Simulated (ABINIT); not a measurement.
# CuO (P1) in ABINIT: convergence with pawecutdg

Aim: find how far pawecutdg must go before the results for CuO settle, at PBEsol. This setting moves, with any that are tied to it; all else stays.

All numbers are computed with ABINIT 10.8.3 (patched build); they aren't measurements. Logs are shortened: lines on timing, memory, paths and dates and some standing lists are left out, and cuts for length are marked. The log counts tension as positive stress, the text compression.

## (1) The cell of the first run

The typed cell holds 4 atoms: a = 2.880 Å, b = 2.880 Å, c = 5.176 Å, α = 89.81°, β = 89.81°, γ = 89.22°.

The cell comes from a database or a generator and needn't be the stable form of this composition.

The cell isn't the ideal one: atoms moved at random, drawn with an rms of 0.05 Å.

## (2) With pawecutdg 26.8

The input, run.abi:

```
pp_dirpath "./"
pseudos "Cu.GGA_PBE-JTH.xml, O.GGA_PBE-JTH.xml"

acell 5.4414681974 5.4415506244 9.7819735697
rprim
     1.0000000000     0.0000000000     0.0000000000
     0.0135690756     0.9999079359     0.0000000000
     0.0033798383     0.0033314483     0.9999887390
ntypat 2
znucl 29 8
natom 4
typat 1 1 2 2
xred
    -0.0130100000     0.5065550000    -0.0001290000
     0.4863870000     0.0009910000     0.5025370000
     0.9959260000    -0.0093790000     0.7470280000
     0.0000390000     0.9917150000     0.2500130000
chkprim 0
chksymtnons 0
tolsym 1.0e-6

ecut 26.0
pawecutdg 26.8
pawxcdev 0

kptopt 1
ngkpt 6 6 4
nshiftk 1
shiftk 0.0 0.0 0.0

ixc -116133

nband 30
occopt 6
tsmear 0.00367493

nstep 100
tolvrs 1.0e-9

iomode 3
prtwf 0
prtden 0
prteig 0
prtebands 0
enunit 1
```

Potentials or basis: JTH PAW PBE v2.0.

The run is started by

```bash
$ mpirun --bind-to none -np 4 abinit run.abi > log 2>&1
```

Run time: 56 s. Hardware: 4 MPI ranks of Arm Neoverse V2, shared host; peak memory 0.44 GiB.

It converged, with:

- Free energy: -11641.7553 eV
- Pressure: -1.5 GPa
- Largest force: 0.661 eV/Å
- Band gap on the k mesh: none (metal or under the smearing width)
- Valence electrons inside the program's atomic spheres: Cu 17.33, 17.32; O 4.48

## (3) With pawecutdg 31.2

run.abi, as its differences from that of step 2:

```diff
@@ -22,3 +22,3 @@
 ecut 26.0
-pawecutdg 26.8
+pawecutdg 31.2
 pawxcdev 0
```

Potentials or basis: JTH PAW PBE v2.0.

The run is started by

```bash
$ mpirun --bind-to none -np 4 abinit run.abi > log 2>&1
```

Run time: 58 s. Hardware: 4 MPI ranks of Arm Neoverse V2, shared host; peak memory 0.44 GiB.

The run converged. Its results:

```yaml
Free_energy: -11641.7546 eV
Pressure: -1.5 GPa
Largest_force: 0.647 eV/Å
Band_gap_on_the_k_mesh: none (metal or under the smearing width)
Valence_electrons_inside_the_program's_atomic_spheres: Cu 17.32, 17.33; O 4.49
```

## (4) With pawecutdg 39

run.abi, as its differences from that of step 3:

```diff
@@ -22,3 +22,3 @@
 ecut 26.0
-pawecutdg 31.2
+pawecutdg 39.0
 pawxcdev 0
```

The run is started by

```bash
$ mpirun --bind-to none -np 4 abinit run.abi > log 2>&1
```

It took 53 s on 4 MPI ranks of Arm Neoverse V2, shared host; peak memory 0.44 GiB.

The run converged. Its results:

| Item | Value |
| --- | --- |
| Free energy | -11641.7545 eV |
| Pressure | -1.5 GPa |
| Largest force | 0.661 eV/Å |
| Band gap on the k mesh | none (metal or under the smearing width) |
| Valence electrons inside the program's atomic spheres | Cu 17.32, 17.33; O 4.49 |

## (5) With pawecutdg 46.8

run.abi, as its differences from that of step 4:

```diff
@@ -22,3 +22,3 @@
 ecut 26.0
-pawecutdg 39.0
+pawecutdg 46.8
 pawxcdev 0
```

The run is started by

```bash
$ mpirun --bind-to none -np 4 abinit run.abi > log 2>&1
```

Run time: 53 s. Hardware: 4 MPI ranks of Arm Neoverse V2, shared host; peak memory 0.44 GiB.

It converged, with:

```yaml
Free_energy: -11641.7542 eV
Pressure: -1.5 GPa
Largest_force: 0.659 eV/Å
Band_gap_on_the_k_mesh: none (metal or under the smearing width)
Valence_electrons_inside_the_program's_atomic_spheres: Cu 17.32, 17.33; O 4.50
```

## (6) With pawecutdg 57.2

run.abi, as its differences from that of step 5:

```diff
@@ -22,3 +22,3 @@
 ecut 26.0
-pawecutdg 46.8
+pawecutdg 57.2
 pawxcdev 0
```

Potentials or basis: JTH PAW PBE v2.0.

The run is started by

```bash
$ mpirun --bind-to none -np 4 abinit run.abi > log 2>&1
```

Wall time 56 s (4 MPI ranks of Arm Neoverse V2, shared host); peak memory 0.48 GiB.

The run converged. Its results:

```
Free energy                                           : -11641.7543 eV
Pressure                                              : -1.5 GPa
Largest force                                         : 0.658 eV/Å
Band gap on the k mesh                                : none (metal or under the smearing width)
Valence electrons inside the program's atomic spheres : Cu 17.32, 17.33; O 4.50
```

## (7) With pawecutdg 70.2

run.abi, as its differences from that of step 6:

```diff
@@ -22,3 +22,3 @@
 ecut 26.0
-pawecutdg 57.2
+pawecutdg 70.2
 pawxcdev 0
```

The run is started by

```bash
$ mpirun --bind-to none -np 4 abinit run.abi > log 2>&1
```

Run time: 54 s. Hardware: 4 MPI ranks of Arm Neoverse V2, shared host; peak memory 0.52 GiB.

Results (log left out):

```yaml
Free_energy: -11641.7543 eV
Pressure: -1.5 GPa
Largest_force: 0.659 eV/Å
Band_gap_on_the_k_mesh: none (metal or under the smearing width)
Valence_electrons_inside_the_program's_atomic_spheres: Cu 17.32, 17.33; O 4.50, 4.49
```

## (8) With pawecutdg 85.8

run.abi, as its differences from that of step 7:

```diff
@@ -22,3 +22,3 @@
 ecut 26.0
-pawecutdg 70.2
+pawecutdg 85.8
 pawxcdev 0
```

Potentials or basis: JTH PAW PBE v2.0.

The run is started by

```bash
$ mpirun --bind-to none -np 4 abinit run.abi > log 2>&1
```

run.abo:

```text
.Version 10.8.3 of ABINIT
 Symmetries : space group P1 (#  1); Bravais aP (primitive triclinic)
================================================================================
 Values of the parameters that define the memory need of the present run
     intxc =       0    ionmov =       0      iscf =      17    lmnmax =      18
     lnmax =       6     mgfft =      48  mpssoang =       3    mqgrid =    4079
     natom =       4  nloc_mem =       2    nspden =       1   nspinor =       1
    nsppol =       1      nsym =       1    n1xccc =       1    ntypat =       2
    occopt =       6   xclevel =       2
       mpw =        1845          nfft =       34992          nkpt =          76
Pmy_natom=         1
 PAW method is used; the additional fine FFT grid is defined by:
   mgfftf=        90    nfftf =    207360
================================================================================
================================================================================

--------------------------------------------------------------------------------
------------- Echo of variables that govern the present computation ------------
--------------------------------------------------------------------------------
 -outvars: echo values of preprocessed input variables --------
            acell      5.4414681974E+00  5.4415506244E+00  9.7819735697E+00 Bohr
              amu      6.35460000E+01  1.59994000E+01
          chkprim           0
      chksymtnons           0
             ecut      2.60000000E+01 Hartree
           enunit           1
                       outvar_i_n : Printing only first  50 k-points.
              ixc     -116133
                       outvar_i_n : Printing only first  50 k-points.
         kptrlatt        6    0    0      0    6    0      0    0    4
          kptrlen      3.26488092E+01
            natom           4
            nband          30
            ngfft          27      27      48
          ngfftdg          48      48      90
             nkpt          76
            nstep         100
             nsym           1
           ntypat           2
                       prtocc : prtvol=0, do not print more k-points.
           occopt           6
        pawecutdg      8.58000000E+01 Hartree
         pawxcdev           0
           prtden           0
        prtebands           0
           prteig           0
            prtwf           0
            rprim      1.0000000000E+00  0.0000000000E+00  0.0000000000E+00
                       1.3569075600E-02  9.9990793590E-01  0.0000000000E+00
                       3.3798383000E-03  3.3314483000E-03  9.9998873900E-01
          spgroup           1
           tolsym      1.00000000E-06
           tolvrs      1.00000000E-09
           tsmear      3.67493000E-03 Hartree
            typat      1  1  2  2
           useylm           1
                       outvars : Printing only first  50 k-points.
           xangst     -1.7672063438E-02  1.4585111913E+00 -6.6774775626E-04
                       1.4093826345E+00  1.1519566580E-02  2.6013019704E+00
                       2.8804729552E+00 -1.4122338610E-02  3.8668703168E+00
                       4.3235414903E-02  2.8597360966E+00  1.2941520914E+00
            xcart     -3.3395359977E-02  2.7561867031E+00 -1.2618603805E-03
[... 164 lines left out ...]
    3     -0.00646505798748     0.00776144878687     0.00537086015933
    4     -0.00613878797037     0.00708683437874     0.00104202128573
 frms,max,avg= 6.6413193E-03 1.2538070E-02  -9.918E-06 -1.116E-07 -7.834E-06 h/b

 cartesian forces (eV/Angstrom) at end:
    1      0.12906353175793    -0.64473348729675    -0.01011013014969
    2      0.51905228598765    -0.11879593207073    -0.31965349245935
    3     -0.33244664829608     0.39910974350339     0.27618073370631
    4     -0.31566916944950     0.36441967586409     0.05358288890272
 frms,max,avg= 3.4151037E-01 6.4473349E-01  -5.100E-04 -5.738E-06 -4.028E-04 e/A
 length scales=  5.441468197400  5.441550624400  9.781973569700 bohr
              =  2.879500961964  2.879544580454  5.176397487229 angstroms
 Fermi (or HOMO) energy (eV) =   5.10385   Average Vxc (eV)= -11.31381
 Eigenvalues (   eV  ) for nkpt=  76  k points:
 kpt#   1, nband= 30, wtk=  0.00694, kpt=  0.0000  0.0000  0.0000 (reduced coord)
-107.44133 -107.39070  -65.09123  -65.04902  -65.03160  -64.99098  -64.73690  -64.70557
 -14.91238  -13.57755   -3.40363   -0.55867   -0.45007    1.15870    1.44393    1.55292
   1.76266    1.96989    2.24601    2.63732    2.68623    2.69672    2.77006    3.06959
   5.73158    5.79132    6.50017   11.12986   12.34993   18.49861
 prteigrs : prtvol=0 or 1, do not print more k-points.

--- !EnergyTerms
iteration_state     : {dtset: 1, }
comment             : Components of total free energy in Hartree
kinetic             :  3.68055025437975E+01
hartree             :  1.09679386564633E+02
xc                  : -1.11829892359079E+01
Ewald energy        : -2.40873408097604E+02
psp_core            :  1.44341764836910E+01
local_psp           : -2.74800046595063E+02
PAW spherical_terms : -6.18891867452350E+01
internal            : -4.27826565081688E+02
'-kT*entropy'       : -1.63373189742159E-05
total_energy        : -4.27826581419007E+02
total_energy_eV     : -1.16417543532902E+04
...

--- !EnergyTermsDC
iteration_state     : {dtset: 1, }
comment             : '"Double-counting" decomposition of free energy'
band_energy         : -4.47799235249689E+01
Ewald energy        : -2.40873408097604E+02
psp_core            :  1.44341764836910E+01
xc_dc               : -1.06307266870101E+02
PAW spherical_terms : -5.03001444008707E+01
internal            : -4.27826566409854E+02
'-kT*entropy'       : -1.63373189742159E-05
total_energy_dc     : -4.27826582747173E+02
total_energy_dc_eV  : -1.16417543894315E+04
...

--- !EnergyTermsWithPAWCore
iteration_state     : {dtset: 1, }
comment             : 'Components of total free energy, including PAW core contributions'
Total energy        : -3.45726670694969E+03
Total energy DC     : -3.45726670827786E+03
Total energy (eV)   : -9.40770197181789E+04
Total energy DC (eV): -9.40770197543201E+04
...

 Cartesian components of stress tensor (hartree/bohr^3)
  sigma(1 1)=  7.15770519E-06  sigma(3 2)=  7.92159666E-06
  sigma(2 2)=  2.51030182E-05  sigma(3 1)=  4.14928038E-06
  sigma(3 3)=  1.18103120E-04  sigma(2 1)= -1.94021041E-06

-Cartesian components of stress tensor (GPa)         [Pressure= -1.4746E+00 GPa]
- sigma(1 1)=  2.10586957E-01  sigma(3 2)=  2.33061420E-01
- sigma(2 2)=  7.38556294E-01  sigma(3 1)=  1.22076043E-01
- sigma(3 3)=  3.47471375E+00  sigma(2 1)= -5.70829611E-02

== END DATASET(S) ==============================================================
================================================================================

 -outvars: echo values of variables after computation  --------
            acell      5.4414681974E+00  5.4415506244E+00  9.7819735697E+00 Bohr
           etotal     -4.2782658275E+02
            fcart      2.5098860860E-03 -1.2538070103E-02 -1.9661072841E-04
                       1.0093959872E-02 -2.3102130626E-03 -6.2162707166E-03
                      -6.4650579875E-03  7.7614487869E-03  5.3708601593E-03
                      -6.1387879704E-03  7.0868343787E-03  1.0420212857E-03
            rprim      1.0000000000E+00  0.0000000000E+00  0.0000000000E+00
                       1.3569075600E-02  9.9990793590E-01  0.0000000000E+00
                       3.3798383000E-03  3.3314483000E-03  9.9998873900E-01
           strten      7.1577051859E-06  2.5103018194E-05  1.1810312002E-04
                       7.9215966592E-06  4.1492803786E-06 -1.9402104126E-06
           xangst     -1.7672063438E-02  1.4585111913E+00 -6.6774775626E-04
                       1.4093826345E+00  1.1519566580E-02  2.6013019704E+00
                       2.8804729552E+00 -1.4122338610E-02  3.8668703168E+00
                       4.3235414903E-02  2.8597360966E+00  1.2941520914E+00
             xred     -1.3010000000E-02  5.0655500000E-01 -1.2900000000E-04
                       4.8638700000E-01  9.9100000000E-04  5.0253700000E-01
                       9.9592600000E-01 -9.3790000000E-03  7.4702800000E-01
                       3.9000000000E-05  9.9171500000E-01  2.5001300000E-01
 Calculation completed.
```

It took 56 s on 4 MPI ranks of Arm Neoverse V2, shared host; peak memory 0.6 GiB.

What came out:

- Free energy: -11641.7544 eV
- Pressure: -1.5 GPa
- Largest force: 0.658 eV/Å
- Band gap on the k mesh: none (metal or under the smearing width)
- Valence electrons inside the program's atomic spheres: Cu 17.32, 17.33; O 4.50, 4.49

## (9) Result

```
pawecutdg  energy less the tightest run (meV/atom)  pressure (GPa)  largest force (eV/Å)  SCF cycles  CPU time (s)
     26.8                                    -0.22           -1.50                 0.661          20           220
     31.2                                    -0.05           -1.46                 0.647          20           230
       39                                    -0.02           -1.46                 0.661          20           210
     46.8                                     0.05           -1.47                 0.659          20           210
     57.2                                     0.03           -1.48                 0.658          21           220
     70.2                                     0.02           -1.47                 0.659          20           210
     85.8                                     0.00           -1.47                 0.658          21           230
```

Against the tightest run, the energy stays within 1 meV/atom from 26.8 on; the pressure stays within 0.1 GPa from 26.8 on; the largest force stays within 0.005 eV/Å from 39 on. The tightest run that finished is the yardstick and may itself not be fully converged.

Caveats: all runs use coarse meshes; the PAW data sets were made with another functional, which shifts forces and pressure a little; the run has no spin polarisation, though such a crystal can be magnetic; semilocal functionals often make such compounds metallic where correlation or magnetic order opens a gap, which also shifts bond lengths.
